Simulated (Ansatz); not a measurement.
Take a crystal in which In has been replaced by B on all its sites, with the cell rescaled by a rough guess (in some cases also distorted within its space group) and nothing relaxed:

```xyz
2
Lattice="0.0000 2.5969 2.5969 2.5969 0.0000 2.5969 2.5969 2.5969 0.0000" Properties=species:S:1:pos:R:3 pbc="T T T"
B     0.0000    0.0000    0.0000
P     3.8953    3.8953    3.8953
```

All numbers below come from DFT PBE, scalar-relativistic, plane waves, PAW in Ansatz 0.2.0.

Plane waves to 420 eV, a k mesh through Γ of 10×10×10 on the computed 2-atom cell and Gaussian smearing (0.02 eV); no spin polarisation.

Will this cell want to expand or contract, and how hard?

The pressure is -28.9 GPa (positive in compression), so the cell would contract.

Is it a metal on this mesh?

No: the gap is 1.66 eV, the least direct gap 2.14 eV.

What is its energy against the elements in their standard states?

+0.299 eV/atom at this unrelaxed geometry, with the elements in the same functional.